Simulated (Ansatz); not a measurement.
input.yaml (Ansatz 0.2.0):

```yaml
crystal:
  lattice:
    - [4.2709919997, 0.0, 0.0]
    - [-2.1354959999, 3.6987875711, 0.0]
    - [0.0, 0.0, 7.6440140151]
  atoms:
    - { symbol: Pb, position: [0.3333333333, 0.6666666667, 0.25] }
    - { symbol: Pb, position: [0.6666666667, 0.3333333333, 0.75] }
    - { symbol: Se, position: [0.0, 0.0, 0.0] }
    - { symbol: Se, position: [0.0, 0.0, 0.5] }
basis:
  ecutwfc: 500
  ecutrho_ratio: 4
kpoints:
  mp_grid: { grid: [8, 8, 6] }
hamiltonian:
  xc: r2scan
scf:
  occupations: { method: gaussian, width: 0.05 }
output:
  forces: true
  stress: true
  eigenvalues: true
  populations: true
  write_density: true
  write_potential: true
  elf: true
  volumetric_format: npy
```

Launched as:
```sh
ansatz run input.yaml --threads 2 --pin off --max-ram 2662MiB --backend cpu --events-out ev --progress --plain --runs-dir out
```

The start was a prototype's sites filled with these elements. The Crystallography Open Database lists the compound in space group Fm-3m (rock salt), so this is a trial structure.

Problem. Predict the main results.

Solution. Pressure -0.9 GPa, gap on the mesh 0.43 eV (r²SCAN, scalar-relativistic).

What the program printed, in part:

```
Pseudopotentials: kind: paw
Pseudopotential: Pb, paw, valence charge 14, recommended cutoff 500 eV (meta_gga), Pb.paw.azcp
Pseudopotential: Se, paw, valence charge 16, recommended cutoff 500 eV (meta_gga), Se.paw.azcp
Crystal: 4 atoms, lattice volume = 120.756 Å³
Basis set: ecut = 500 eV, 3069 PW (Γ), exchange–correlation on 128×128×240 points (64 copies of the dense FFT grid, shifted against one another)
Bands: 36, of which v1, the nominal top of the filled ones, is band 30 counted from 1 (29 counted from 0)
Symmetry: 24 space group operations
Space group: P63/mmc (ITA 194), of the structure as read, at distance tolerance 4.9e-5 Å
k-points: 40 of 384
Initial density: superposition of atomic densities (neutral atoms: chi_scale 0, normalization atom), corrected by the library's trained network
Initial wavefunctions: pseudopotential atomic-orbital guess
Functional: x = r2scan, c = r2scan; τ floored in thin density (d = 2e-4 eV/Å³)
```

```
SCF iter   1: F=—  HF=-34800.276011 eV  |F-HF|=—  |Δ(HF+E_count)|=         —  Δρ=5.99e-3  dr2=5.59e-2  dr2_τ=7.75e-3  ethr=1.77e-3  ⟨swp⟩=7.2  Hψ=6062  notcnv=0
SCF iter   2: F=—  HF=-34800.275089 eV  |F-HF|=—  |Δ(HF+E_count)|=   9.22e-4  Δρ=2.42e-3  dr2=8.05e-3  dr2_τ=4.23e-4  ethr=9.32e-5  ⟨swp⟩=3.0  Hψ=3132  notcnv=0  defer=68
SCF iter   3: F=—  HF=-34800.274700 eV  |F-HF|=—  |Δ(HF+E_count)|=   3.89e-4  Δρ=7.33e-4  dr2=7.70e-4  dr2_τ=1.88e-5  ethr=1.34e-5  ⟨swp⟩=2.6  Hψ=2189  notcnv=0  defer=68
SCF iter   4: F=—  HF=-34800.274892 eV  |F-HF|=—  |Δ(HF+E_count)|=   1.92e-4  Δρ=2.95e-4  dr2=6.71e-5  dr2_τ=2.78e-6  ethr=1.28e-6  ⟨swp⟩=2.5  Hψ=2217  notcnv=0  defer=68
SCF iter   5: F=—  HF=-34800.274945 eV  |F-HF|=—  |Δ(HF+E_count)|=   5.28e-5  Δρ=5.59e-5  dr2=3.49e-6  dr2_τ=1.13e-7  ethr=1.12e-7  ⟨swp⟩=2.6  Hψ=2306  notcnv=0  defer=68
SCF iter   6: F=—  HF=-34800.274947 eV  |F-HF|=—  |Δ(HF+E_count)|=   1.68e-6  Δρ=9.91e-6  dr2=1.34e-7  dr2_τ=7.78e-9  ethr=5.82e-9  ⟨swp⟩=2.0  Hψ=1902  notcnv=0  defer=68
SCF iter   7: F=-34800.274947 eV  HF=-34800.274947 eV  |F-HF|=1.14e-9  |Δ(HF+E_count)|=   1.31e-7  Δρ=3.67e-6  dr2=1.53e-8  dr2_τ=2.75e-10  ethr=1.67e-10  ⟨swp⟩=13.1  Hψ=10089  notcnv=0
```

```
SCF 1 converged in 7 iterations: F = -34800.274947 eV  dr2 = 1.53e-8
SCF converged after 7 iterations
Free energy (F): -34800.274947 eV
E sigma→0 (E₀):  -34800.274947 eV
Fermi energy:    8.113715 eV
--- Forces (eV/Å), atoms counted from 1 ---
  atom   1  Pb     0.00000000     0.00000000     0.00000000
  atom   2  Pb     0.00000000     0.00000000     0.00000000
  atom   3  Se     0.00000000     0.00000000     0.00000000
  atom   4  Se     0.00000000     0.00000000     0.00000000
--- Stress (GPa, compression-positive) ---
       -1.027486       0.000000       0.000000
        0.000000      -1.027486       0.000000
        0.000000       0.000000      -0.777718
  P = ⅓ Tr σ = -0.9442 GPa (-9.442 kbar)
--- Band table (eV; the first three rows and the last of 40) ---
  k-point 0: bands = ["-39.6630", "-39.6630", "-39.6629", "-39.6629", "-39.6602", "-39.6602", "-39.6601", "-39.6601", "-39.6587", "-39.6581", "-9.4419", "-9.4419", "-9.4357", "-9.4357", "-9.4023", "-9.3951", "-9.3888", "-9.3888", "-9.3811", "-9.3811", "-5.6273", "-4.6141", "-0.9992", "1.5074", "6.2491", "6.4312", "6.4312", "7.1498", "7.1498", "7.9044", "9.5038", "10.5376", "10.5376", "12.7734", "12.7734", "13.5511"]
  k-point 1: bands = ["-39.6630", "-39.6630", "-39.6629", "-39.6629", "-39.6602", "-39.6602", "-39.6601", "-39.6601", "-39.6587", "-39.6581", "-9.4417", "-9.4417", "-9.4363", "-9.4363", "-9.4018", "-9.3956", "-9.3881", "-9.3881", "-9.3814", "-9.3814", "-5.5773", "-4.7118", "-0.8192", "1.3329", "6.3183", "6.4687", "6.4687", "7.0856", "7.0856", "7.6665", "9.8354", "10.6679", "10.6679", "12.5620", "12.5620", "13.0248"]
  k-point 2: bands = ["-39.6630", "-39.6630", "-39.6629", "-39.6629", "-39.6601", "-39.6601", "-39.6601", "-39.6601", "-39.6586", "-39.6582", "-9.4410", "-9.4410", "-9.4378", "-9.4378", "-9.4004", "-9.3968", "-9.3862", "-9.3862", "-9.3824", "-9.3824", "-5.4322", "-4.9449", "-0.3514", "0.8713", "6.5176", "6.5768", "6.5768", "6.9271", "6.9271", "7.2336", "10.5422", "11.0216", "11.0216", "12.0747", "12.0747", "12.2372"]
  k-point 39: bands = ["-39.6629", "-39.6629", "-39.6629", "-39.6629", "-39.6601", "-39.6601", "-39.6601", "-39.6601", "-39.6583", "-39.6583", "-9.4528", "-9.4528", "-9.4198", "-9.4198", "-9.4099", "-9.4099", "-9.4041", "-9.4041", "-9.3688", "-9.3688", "-4.3233", "-4.3233", "-0.1044", "-0.1044", "4.1908", "4.1908", "5.2514", "5.2514", "7.0854", "7.0854", "9.4224", "9.4224", "12.1775", "12.1775", "13.2501", "13.2501"]
--- Löwdin populations: 4 sites ---
  site symbol       q [e]
     0     Pb     13.4851
     1     Pb     13.4851
     2     Se     16.4611
     3     Se     16.4611
```

Cost: 12 s on 2 threads of Intel(R) Xeon(R) Platinum 8259CL CPU @ 2.50GHz (Skylake/Cascade Lake), with other jobs on the host, peak memory 0.8 GiB.

For elements this heavy, spin–orbit coupling would shift levels and gaps; it isn't included here.
